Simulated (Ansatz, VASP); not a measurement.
**Zn: VASP beside Ansatz**

```xyz
1
Lattice="0.0000 1.9636 1.9636 1.9636 0.0000 1.9636 1.9636 1.9636 0.0000" Properties=species:S:1:pos:R:3 pbc="T T T"
Zn    0.0000    0.0000    0.0000
```

This isn't the form of Zn at room conditions, which is hcp.

Alike in both runs: task single point; functional PBE; k mesh 15 × 15 × 15; occupations fermi-dirac, width 0.05 eV; no spin polarisation.

```csv
,VASP,Ansatz
version,VASP 6.6.1,Ansatz 0.2.0
potentials or method,"VASP PAW PBE potentials, release 64 (Zn), cutoff 520 eV","all-electron LAPW, scalar-relativistic"
```

VASP gave:

```
pressure (GPa) : 0.4
```

Task: What did Ansatz give for the same quantities?

Result: Pressure (GPa): 0.0.

Ansatz ran all-electron here, so the differences hold the error of VASP's frozen core and of both bases.
